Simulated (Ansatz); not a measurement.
# Bi (bcc type): the cost of one run

Method: DFT PBE, scalar-relativistic, in Ansatz 0.2.0.

1 further run of the same task is left out (it didn't finish).

## 1. The structure to begin with

Symmetry: Im-3m, No. 229, cubic system. Conventional cell: a = 3.986 Å, b = 3.986 Å, c = 3.986 Å, α = 90.00°, β = 90.00°, γ = 90.00°. Bi (site symmetry m-3m) has 8 Bi at 3.45 Å as nearest neighbours.

As a file:

```cif
data_structure
_symmetry_space_group_name_H-M 'Im-3m'
_symmetry_Int_Tables_number 229
_cell_length_a 3.9859
_cell_length_b 3.9859
_cell_length_c 3.9859
_cell_angle_alpha 90.000
_cell_angle_beta 90.000
_cell_angle_gamma 90.000
_cell_volume 63.33
loop_
_atom_site_label
_atom_site_type_symbol
_atom_site_symmetry_multiplicity
_atom_site_Wyckoff_symbol
_atom_site_fract_x
_atom_site_fract_y
_atom_site_fract_z
_atom_site_occupancy
Bi1 Bi 2 a 0.00000 0.00000 0.00000 1
```

The file gives the conventional cell by its symmetry; the runs use the cell typed in the input.

The cell was relaxed by PAW from a hypothetical start (bcc type); it needn't be the stable phase of this composition.

## 2. Volume × 0.96, LAPW

input.yaml

```yaml
crystal:
  lattice:
    - [-1.9660165342, 1.9660165342, 1.9660165342]
    - [1.9660165342, -1.9660165342, 1.9660165342]
    - [1.9660165342, 1.9660165342, -1.9660165342]
  atoms:
    - { symbol: Bi, position: [0.0, 0.0, 0.0] }
kpoints:
  mp_grid: { grid: [13, 13, 13] }
scf:
  occupations: { method: fermi_dirac, width: 0.08 }
hamiltonian:
  xc: pbe
  pseudopotentials: { kind: all_electron, lapw: { basis_error: 0.00025 } }
output:
  forces: true
  stress: true
  eigenvalues: true
```

Command:

```bash
$ ansatz run input.yaml --threads 1 --pin off --max-ram 2048MiB --backend cpu --events-out ev --progress --plain --runs-dir out
```

**Question.** How long does this run take on 1 thread of Arm Neoverse V1, shared host?

About 12 s.
